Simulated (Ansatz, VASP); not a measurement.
## Two plane-wave programs on BiTe

The input INCAR:

```
SYSTEM = BiTe
  PREC = Accurate
  ENCUT = 600
  EDIFF = 1E-6
  ISMEAR = -1
  SIGMA = 0.05
  LREAL = .False.
  LASPH = .True.
  NELM = 60
  ALGO = Normal
  ISIF = 3
  LWAVE = .False.
  LCHARG = .False.
  GGA = PE
  IVDW = 13
  IBRION = 2
  NSW = 60
  EDIFFG = -0.01
```

Contents of KPOINTS:

```
regular mesh
0
Gamma
  7 7 7
  0 0 0
```

POSCAR

```
BiTe
1.0
    2.4227077728      1.3987509848      3.3172919545
   -2.4227077728      1.3987509848      3.3172919545
    0.0000000000     -2.7975019696      3.3172919545
Bi Te
1 1
Direct
    0.5000000000      0.5000000000      0.5000000000
    0.0000000000      0.0000000000      0.0000000000
```

input.yaml

```yaml
crystal:
  lattice:
    - [2.4227077728, 1.3987509848, 3.3172919545]
    - [-2.4227077728, 1.3987509848, 3.3172919545]
    - [0.0, -2.7975019696, 3.3172919545]
  atoms:
    - { symbol: Bi, position: [0.5, 0.5, 0.5] }
    - { symbol: Te, position: [0.0, 0.0, 0.0] }
hamiltonian:
  xc: pbe
  pseudopotentials: { kind: paw }
  dispersion: d4
kpoints:
  mp_grid: { grid: [7, 7, 7] }
scf:
  occupations: { method: fermi_dirac, width: 0.05 }
output:
  forces: true
  stress: true
  eigenvalues: true
  write_density: true
  write_potential: true
  elf: true
  volumetric_format: npy
relax:
  f_tol: 0.01
  max_steps: 40
  cell: { stress_tol: 0.05 }
```

The cell comes from a database or a generator and needn't be the stable form of this composition.

Alike in both runs: task relaxation of cell and atoms; functional PBE; dispersion D4; k mesh 7 × 7 × 7; occupations fermi-dirac, width 0.05 eV; no spin polarisation.

```csv
,VASP,Ansatz
version,VASP 6.6.1,Ansatz 0.2.0
potentials or method,"VASP PAW PBE potentials, release 64 (Bi_d, Te)",Ansatz PAW
plane-wave cutoff (eV),600,420
valence electrons in the cell,21,31
```

|  | VASP | Ansatz | Ansatz less VASP |
| --- | --- | --- | --- |
| gap on the k mesh at the Fermi level, each at its own relaxed structure (eV) | none | none | - |
| relaxed volume (Å³/atom) | 32.00 | 31.98 | -0.020 |
| relaxed cell length with the largest relative difference (Å) | 4.216 | 4.214 | -0.0025 |
| energy change over the relaxation (meV/atom) | -12 | -12 | +0.2 |

A gap of «none» marks a metal or a gap that the smearing closes. The two sets of potentials don't hold the same shells in valence.

Caveats: spin-orbit coupling is left out, which moves the levels of the heavy elements; pairwise dispersion overbinds metals, which lowers pressure and volume; the plane-wave basis is chosen anew once the cell has moved, so the energies of steps on either side of that aren't comparable (Ansatz).
